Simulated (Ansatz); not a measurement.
# Au3Br: the cost of one run

Method: DFT PBE, scalar-relativistic, plane waves, PAW, in Ansatz 0.2.0.

3 further runs of the same task are left out: 1 that didn't finish, 2 set aside as unsound or not needed.

## (1) Starting point

It takes space group Pm-3m (No. 221, cubic). Conventional cell: a = 4.751 Å, b = 4.751 Å, c = 4.751 Å, α = 90.00°, β = 90.00°, γ = 90.00°. Au (site symmetry 4/mmm) is surrounded by 2 Br at 2.38 Å. Around Br (site symmetry m-3m) lie 6 Au at 2.38 Å.

Structure file:

```
CELL_PARAMETERS angstrom
4.75108 0.00000 0.00000
0.00000 4.75108 0.00000
0.00000 0.00000 4.75108
ATOMIC_POSITIONS crystal
Au 0.50000 0.00000 0.00000
Au 0.00000 0.50000 0.00000
Au 0.00000 0.00000 0.50000
Br 0.00000 0.00000 0.00000
```

This is candidate A: ReO3 type (Pm-3m, No. 221).

(A quick probe on a coarse mesh, which set the mesh and smearing, is not shown.)

## (3) Rough relaxation on the coarse mesh (candidate A)

Contents of input.yaml:

```yaml
crystal:
  lattice:
    - [4.7510779413, 0.0, 0.0]
    - [0.0, 4.7510779413, 0.0]
    - [0.0, 0.0, 4.7510779413]
  atoms:
    - { symbol: Au, position: [0.5, 0.0, 0.0] }
    - { symbol: Au, position: [0.0, 0.5, 0.0] }
    - { symbol: Au, position: [0.0, 0.0, 0.5] }
    - { symbol: Br, position: [0.0, 0.0, 0.0] }
basis:
  ecutwfc: 420
kpoints:
  mp_grid: { grid: [4, 4, 4] }
hamiltonian:
  xc: pbe
scf:
  occupations: { method: gaussian, width: 0.1 }
  lower_state_search: "off"
output:
  forces: true
  stress: true
  eigenvalues: true
relax:
  adjacent_minimum: "off"
  f_tol: 0.04
  max_steps: 70
  cell: { stress_tol: 0.4 }
```

The run is started by

```sh
ansatz run input.yaml --threads 1 --pin off --max-ram 2560MiB --backend cpu --events-out ev --progress --plain --runs-dir out
```

**Question.** How long does this run take on 1 thread of Intel Xeon 6975P-C (Granite Rapids), shared host, and how much memory does it need?

About 10 s, with a peak of 0.41 GiB.
